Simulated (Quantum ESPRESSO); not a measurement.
Set up this calculation in Quantum ESPRESSO 7.5, as the native input.

```yaml
Task: single point
Functional: PBEsol
Potentials_or_basis: GBRV 1.5 PBEsol
Cutoff: 612 eV
Density_cutoff: 4898 eV
k_mesh: 6 × 6 × 4
Occupations: gaussian, width 0.05 eV
Spin: collinear spin, antiferromagnetic start
Starting_moments: "[5.0, -5.0, 0.0, 0.0] μB"
Hubbard_terms: Mn d U = 5 eV
Hubbard_projectors: atomic
Double: 1
Start_of_the_occupations: atomic
Moments_locked: none
Magnetic_state_asked_for: afm
Formal_shell_electrons: 1 d5, 2 d5
SCF_threshold: 1.6e-07 Ry
Most_SCF_iterations: 100
Mixing_ndim: 20
Mixing_beta: 0.7
```

Crystal: MnO.

```
Mn O
1.0
     3.32458    0.00000    0.00000
     0.00000    3.32458    0.00000
     0.00000    0.00000    4.86782
Mn O
2 2
Direct
  0.00000 0.00000 0.00000
  0.50000 0.50000 0.00000
  0.50000 0.00000 0.26700
  0.00000 0.50000 0.73300
```

The cell was built by a generator and needn't be a form met in nature.

The input as run:

pw.in

```
&CONTROL
  calculation = 'scf'
  prefix = 'pwscf'
  outdir = './tmp'
  pseudo_dir = './pseudo'
  tprnfor = .true.
  tstress = .true.
  disk_io = 'nowf'
/
&SYSTEM
  ibrav = 0
  nat = 4
  ntyp = 3
  ecutwfc = 45
  ecutrho = 360
  nbnd = 33
  occupations = 'smearing'
  smearing = 'gaussian'
  degauss = 0.00367493
  nspin = 2
  starting_magnetization(1) = 0.3333
  starting_magnetization(2) = -0.3333
  starting_magnetization(3) = 0
/
&ELECTRONS
  conv_thr = 1.6d-07
  electron_maxstep = 100
  mixing_beta = 0.7
  mixing_ndim = 20
/
ATOMIC_SPECIES
Mn1   54.9380 mn_pbesol_v1.5.uspp.F.UPF
Mn2   54.9380 mn_pbesol_v1.5.uspp.F.UPF
O     15.9990 o_pbesol_v1.2.uspp.F.UPF
CELL_PARAMETERS angstrom
   3.3245797900    0.0000000000    0.0000000000
   0.0000000000    3.3245797900    0.0000000000
   0.0000000000    0.0000000000    4.8678197500
ATOMIC_POSITIONS crystal
Mn1    0.0000000000    0.0000000000    0.0000000000
Mn2    0.5000000000    0.5000000000    0.0000000000
O      0.5000000000    0.0000000000    0.2670000000
O      0.0000000000    0.5000000000    0.7330000000
K_POINTS automatic
6 6 4 0 0 0
HUBBARD {atomic}
U Mn1-3d 5.0
U Mn2-3d 5.0
```

Potentials or basis: GBRV 1.5 PBEsol.

Launch:

```bash
$ OMP_NUM_THREADS=1 mpirun -n 2 pw.x -nk 2 -in pw.in > pw.out
```

Results of the run:

| Item | Value |
| --- | --- |
| Pressure | 13.0 GPa |
| Largest force | 2.562 eV/Å |
| Band gap on the k mesh | 1.11 eV, direct |
| Net moment | 0.00 μB per cell |
| Absolute moment | 8.73 μB per cell |
| Site moments | Mn +3.81, -3.81; O +0.00 μB |
| Valence electrons inside the program's atomic spheres | Mn 12.43; O 5.61 |

Caveat: forces of over 1 eV/Å show positions far from the minimum, so gaps and moduli don't describe the material at rest.

Wall time 42 s on 2 MPI ranks on Arm Neoverse V1 (shared host), peak memory 0.42 GiB a rank.
